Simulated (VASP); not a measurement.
# As in VASP: work function with PBE

Aim: the work function of As with PBE.

Everything below comes from runs of VASP 6.6.1. Logs are shortened: lines on timing, memory, paths and dates and some standing lists are left out, and cuts for length are marked.

## 1. The undisturbed slab

The cell holds a slab with vacuum, 8 atoms: a = 3.650 Å, b = 4.470 Å, c = 22.920 Å, α = 90.00°, β = 90.00°, γ = 90.00°.

The slab is cut from a database's or a generator's crystal, which needn't be the stable form of the element.

## 2. Work function, PBE (the (0 1 0) slab of As, cut from the database cell, not relaxed)

INCAR

```
ALGO = Normal
DIPOL = 0.5 0.5 0.500
EDIFF = 1E-7
ENCUT = 520
GGA = PE
IDIPOL = 3
ISIF = 2
ISMEAR = 0
LASPH = T
LCHARG = T
LDIPOL = T
LELF = T
LREAL = F
LVACPOTAV = T
LVHAR = T
LWAVE = F
NELM = 80
PREC = Accurate
SIGMA = 0.05
```

KPOINTS

```
k-points
0
Gamma
  7 6 1
```

POSCAR

```
As
1.0
    3.6500000000      0.0000000000      0.0000000000
    0.0000000000      4.4700000000      0.0000000000
    0.0000000000      0.0000000000     22.9200000000
As
8
Direct
    0.5000000000      0.9400000000      0.3272251309
    0.0000000000      0.5600000000      0.3272251309
    0.5000000000      0.0600000000      0.4328097731
    0.0000000000      0.4400000000      0.4328097731
    0.0000000000      0.9400000000      0.5671902269
    0.5000000000      0.5600000000      0.5671902269
    0.0000000000      0.0600000000      0.6727748691
    0.5000000000      0.4400000000      0.6727748691
```

Potentials or basis: VASP PAW PBE potentials, release 64 (As).

Command:

```console
$ cat potpaw_PBE.64/As/POTCAR > POTCAR
$ mpirun -np 1 vasp_std > vasp.out
```

OUTCAR:

```text
EDIFF = 1E-7
   ENCUT = 520
   GGA = PE
   ISIF = 2
   ISMEAR = 0
   LASPH = T
   LREAL = F
   NELM = 80
   PREC = Accurate

 ion  position               nearest neighbor table
   1  0.500  0.940  0.327-   3 2.48   2 2.49   2 2.49
   2  0.000  0.560  0.327-   4 2.48   1 2.49   1 2.49
   3  0.500  0.060  0.433-   1 2.48   4 2.49   4 2.49
   4  0.000  0.440  0.433-   2 2.48   3 2.49   3 2.49
   5  0.000  0.940  0.567-   7 2.48   6 2.49   6 2.49
   6  0.500  0.560  0.567-   8 2.48   5 2.49   5 2.49
   7  0.000  0.060  0.673-   5 2.48   8 2.49   8 2.49
   8  0.500  0.440  0.673-   6 2.48   7 2.49   7 2.49

  LATTYP: Found a simple orthorhombic cell.
 ALAT       =     3.6500000000
 B/A-ratio  =     1.2246575342
 C/A-ratio  =     6.2794520548

  Lattice vectors:

 A1 = (   3.6500000000,   0.0000000000,   0.0000000000)
 A2 = (   0.0000000000,   4.4700000000,   0.0000000000)
 A3 = (   0.0000000000,   0.0000000000,  22.9200000000)

Analysis of symmetry for initial positions (statically):
=====================================================================
 Subroutine PRICEL returns:
 Original cell was already a primitive cell.

 Routine SETGRP: Setting up the symmetry group for a
 simple orthorhombic supercell.

 Subroutine GETGRP returns: Found  8 space group operations
 (whereof  2 operations were pure point group operations)
 out of a pool of  8 trial point group operations.

The static configuration has the point symmetry C_1h.
 The point group associated with its full space group is D_2h.

Analysis of symmetry for dynamics (positions and initial velocities):
=====================================================================
 Subroutine PRICEL returns:
 Original cell was already a primitive cell.

 Routine SETGRP: Setting up the symmetry group for a
 simple orthorhombic supercell.

 Subroutine GETGRP returns: Found  8 space group operations
 (whereof  2 operations were pure point group operations)
 out of a pool of  8 trial point group operations.

The dynamic configuration has the point symmetry C_1h.
 The point group associated with its full space group is D_2h.

 Subroutine INISYM returns: Found  8 space group operations
 (whereof  2 operations are pure point group operations),
 and found     1 'primitive' translations

----------------------------------------------------------------------------------------

                                     Primitive cell

  volume of cell :     373.9513

  direct lattice vectors                    reciprocal lattice vectors
     3.650000000  0.000000000  0.000000000     0.273972603  0.000000000  0.000000000
     0.000000000  4.470000000  0.000000000     0.000000000  0.223713647  0.000000000
     0.000000000  0.000000000 22.920000000     0.000000000  0.000000000  0.043630017

  length of vectors
     3.650000000  4.470000000 22.920000000     0.273972603  0.223713647  0.043630017

  position of ions in fractional coordinates (direct lattice)
     0.500000000  0.940000000  0.327225131
     0.000000000  0.560000000  0.327225131
     0.500000000  0.060000000  0.432809773
     0.000000000  0.440000000  0.432809773
     0.000000000  0.940000000  0.567190227
     0.500000000  0.560000000  0.567190227
     0.000000000  0.060000000  0.672774869
     0.500000000  0.440000000  0.672774869

  ion indices of the primitive-cell ions
   primitive index   ion index
                 1           1
                 2           2
                 3           3
                 4           4
                 5           5
                 6           6
                 7           7
                 8           8

----------------------------------------------------------------------------------------

 KPOINTS: k-points

Automatic generation of k-mesh.
 Grid dimensions read from file:
 generate k-points for:    7    6    1

 Generating k-lattice:

  Cartesian coordinates                     Fractional coordinates (reciprocal lattice)
     0.039138943  0.000000000  0.000000000     0.142857143  0.000000000  0.000000000
     0.000000000  0.037285608  0.000000000     0.000000000  0.166666667  0.000000000
     0.000000000  0.000000000  0.043630017     0.000000000  0.000000000  1.000000000

  Length of vectors
     0.039138943  0.037285608  0.043630017

  Shift w.r.t. Gamma in fractional coordinates (k-lattice)
     0.000000000  0.000000000  0.000000000

 Subroutine IBZKPT returns following result:
 ===========================================

 Found     16 irreducible k-points:

 Following reciprocal coordinates:
            Coordinates               Weight
  0.000000  0.000000  0.000000      1.000000
  0.142857  0.000000  0.000000      2.000000
  0.285714  0.000000  0.000000      2.000000
  0.428571  0.000000  0.000000      2.000000
  0.000000  0.166667  0.000000      2.000000
  0.142857  0.166667  0.000000      4.000000
[... 8 lines left out ...]
  0.285714  0.500000  0.000000      2.000000
  0.428571  0.500000  0.000000      2.000000
   k-points           NKPTS =     16   k-points in BZ     NKDIM =     16   number of bands    NBANDS=     25
   number of dos      NEDOS =    301   number of ions     NIONS =      8
   total plane-waves  NPLWV = 181440
   dimension x,y,z NGX =    28 NGY =   36 NGZ =  180
   dimension x,y,z NGXF=    56 NGYF=   72 NGZF=  360
   ions per type =               8
   NGX,Y,Z   is equivalent  to a cutoff of  12.75, 13.39, 13.06 a.u.
   NGXF,Y,Z  is equivalent  to a cutoff of  25.51, 26.78, 26.11 a.u.
 SYSTEM =  unknown system
   PREC   = accura    normal or accurate (medium, high low for compatibility)
   ISTART =      0    job   : 0-new  1-cont  2-samecut
   ICHARG =      2    charge: 1-file 2-atom 10-const
   ISPIN  =      1    spin polarized calculation?
   LNONCOLLINEAR =      F non collinear calculations
   LSORBIT =      F    spin-orbit coupling
   LASPH  =      T    aspherical Exc in radial PAW
   ENCUT  =  520.0 eV  38.22 Ry    6.18 a.u.   6.79  8.31 42.62*2*pi/ulx,y,z
   NELM   =     80;   NELMIN=  2; NELMDL= -5     # of ELM steps
   EDIFF  = 0.1E-06   stopping-criterion for ELM
   LREAL  =      F    real-space projection
   EDIFFG = 0.1E-05   stopping-criterion for IOM
   NSW    =      0    number of steps for IOM
   IBRION =     -1    ionic relax: 0-MD 1-quasi-New 2-CG
   NFREE  =      0    steps in history (QN), initial steepest desc. (CG)
   ISIF   =      2    stress and relaxation
   ISYM   =      2    0-nonsym 1-usesym 2-fastsym
   POTIM  = 0.5000    time-step for ionic-motion
   TEBEG  =    0.0;   TEEND  =   0.0 temperature during run
   PSTRESS=    0.0 pullay stress
   NELECT =      40.0000    total number of electrons
   NUPDOWN=      -1.0000    fix difference up-down
   EMIN   =  10.00;   EMAX   =-10.00  energy-range for DOS
   EFERMI =   0.00;   METHOD = LEGACY
   ISMEAR =     0;   SIGMA  =   0.05  broadening in eV -4-tet -1-fermi 0-gaus
   EFERMI_NEDOS =   21; number of points for ismear=-14 and -15
   IALGO  =     38    algorithm
   IMIX   =      4    mixing-type and parameters
     AMIX     =   0.40;   BMIX     =  1.00
     AMIX_MAG =   1.60;   BMIX_MAG =  1.00
  volume/ion in A,a.u.               =      46.74       315.44
  Fermi-wavevector in a.u.,A,eV,Ry     =   0.777123  1.468550  8.216835  0.603920
  Thomas-Fermi vector in A             =   1.879744
   LORBIT       =      0    0 simple, 1 ext, 2 COOP (PROOUT), +10 PAW based schemes
   GGA     = PE    functional components
   LHFCALC =     F    Hartree Fock is set to
   AEXX    =    0.0000 exact exchange contribution
   IVDW    =     0    specifies the selected vdW correction
   LEPSILON=     F    determine dielectric tensor
   LRPA    =     F    only Hartree local field effects (RPA)
 non-spin polarized calculation
 Gauss-broadening in eV      SIGMA  =   0.05
  energy-cutoff  :      520.00
  volume of cell :      373.95
 maximum number of plane-waves:     10108
 NGX is ok and might be reduce to    28
   NGX = 13   NGY = 17   NGZ = 85

 dipolmoment           0.000000      0.000000     -0.000000 electrons x Angstroem

 number of electron      39.9999997 magnetization

 dipolmoment           0.000000      0.000000      0.000000 electrons x Angstroem

 Free energy of the ion-electron system (eV)
  ---------------------------------------------------
  ext. energy  EPLUGINS =         0.00000000
  ---------------------------------------------------
  free energy    TOTEN  =       -37.01085457 eV

  energy without entropy =      -37.01044688  energy(sigma->0) =      -37.01065073

 E-fermi :   0.1160     XC(G=0):  -5.1688

 val. band max:        0.0606168046   @ k =   0.0000   0.0000   0.0000
 cond. band min:       0.1709481844   @ k =   0.0000   0.0000   0.0000
 fundamental gap:      0.1103313798
 Fermi energy:         0.1160441514

 k-point     1 :       0.0000    0.0000    0.0000
  band No.  band energies     occupation
      1     -14.5656      2.00000
      2     -14.3857      2.00000
      3     -12.4393      2.00000
      4     -12.0546      2.00000
      5      -9.2139      2.00000
      6      -9.1342      2.00000
[... 17 lines left out ...]
     24       2.0839      0.00000
     25       2.6748      0.00000

 k-point     2 :       0.1429    0.0000    0.0000
  band No.  band energies     occupation
      1     -14.3646      2.00000
      2     -14.1868      2.00000
      3     -12.2285      2.00000
      4     -11.8461      2.00000
      5      -9.4726      2.00000
      6      -9.4357      2.00000
[... 17 lines left out ...]
     24       2.4114      0.00000
     25       3.1451      0.00000
[... 362 lines left out ...]
     24       3.3043      0.00000
     25       3.6144      0.00000

 k-point    16 :       0.4286    0.5000    0.0000
  band No.  band energies     occupation
      1     -11.9528      2.00000
      2     -11.9528      2.00000
      3     -11.8984      2.00000
      4     -11.8984      2.00000
      5      -9.6217      2.00000
      6      -9.6217      2.00000
[... 17 lines left out ...]
     24       2.7341      0.00000
     25       4.5605      0.00000

------------------------ aborting loop because EDIFF is reached ----------------------------------------

  FORCE on cell =-STRESS in cart. coord.  units (eV):
  Direction    XX          YY          ZZ          XY          YZ          ZX
  --------------------------------------------------------------------------------------
  -------------------------------------------------------------------------------------
  Total        4.9722921      3.1177046      2.0162907     -0.0000000      0.0000000      0.0000000
  in kB       21.3035615     13.3576649      8.6387065     -0.0000000      0.0000000      0.0000000
  external PRESSURE =      14.4333110 kB  Pullay stress =       0.0000000 kB

 VOLUME and BASIS-vectors are now :
 -----------------------------------------------------------------------------
  energy-cutoff  :      520.00
  volume of cell :      373.95
      direct lattice vectors                 reciprocal lattice vectors
     3.650000000  0.000000000  0.000000000     0.273972603  0.000000000  0.000000000
     0.000000000  4.470000000  0.000000000     0.000000000  0.223713647  0.000000000
     0.000000000  0.000000000 22.920000000     0.000000000  0.000000000  0.043630017

 POSITION                                       TOTAL-FORCE (eV/Angst)
 -----------------------------------------------------------------------------------
      1.82500      4.20180      7.50000        -0.000000      0.011902     -0.158014
      0.00000      2.50320      7.50000         0.000000     -0.011902     -0.158014
      1.82500      0.26820      9.92000        -0.000000     -0.010561      0.078650
      0.00000      1.96680      9.92000        -0.000000      0.010561      0.078650
      0.00000      4.20180     13.00000        -0.000000      0.010561     -0.078650
      1.82500      2.50320     13.00000         0.000000     -0.010561     -0.078650
      0.00000      0.26820     15.42000        -0.000000     -0.011902      0.158014
      1.82500      1.96680     15.42000         0.000000      0.011902      0.158014
 -----------------------------------------------------------------------------------
    total drift:                                0.000000      0.000000      0.000000

  FREE ENERGIE OF THE ION-ELECTRON SYSTEM (eV)
  ---------------------------------------------------
  free  energy   TOTEN  =       -37.0108545748 eV

  energy  without entropy=      -37.0104468836  energy(sigma->0) =      -37.01065073

 vacuum level on the upper side and lower side of the slab         4.331         4.331
```

Wall time 3.4 min (1 thread of Intel Xeon Platinum 8488C (Sapphire Rapids), shared host); peak memory 0.44 GiB.

What came out:

| Property | Result |
| --- | --- |
| Free energy | -37.0109 eV |
| Largest force | 0.158 eV/Å |
| Band gap on the k mesh | 0.11 eV, direct |
| Ionisation potential of the upper face | 4.27 eV |

Forces on the atoms (eV/Å):
```
As   0.000  0.012 -0.158
As   0.000 -0.012 -0.158
As   0.000 -0.011  0.079
As   0.000  0.011  0.079
As   0.000  0.011 -0.079
As   0.000 -0.011 -0.079
As   0.000 -0.012  0.158
As   0.000  0.012  0.158
```

Levels at points of the mesh, in eV from the valence-band top:
| k point | band 17 | band 18 | band 19 | band 20 | band 21 | band 22 | band 23 | band 24 |
| --- | --- | --- | --- | --- | --- | --- | --- | --- |
| (0.00, 0.00, 0.00) | -1.61 | -1.32 | -0.62 | 0.00 | 0.11 | 1.41 | 1.94 | 2.02 |
| (0.00, 0.50, 0.00) | -0.85 | -0.85 | -0.59 | -0.59 | 1.27 | 1.27 | 1.51 | 1.51 |
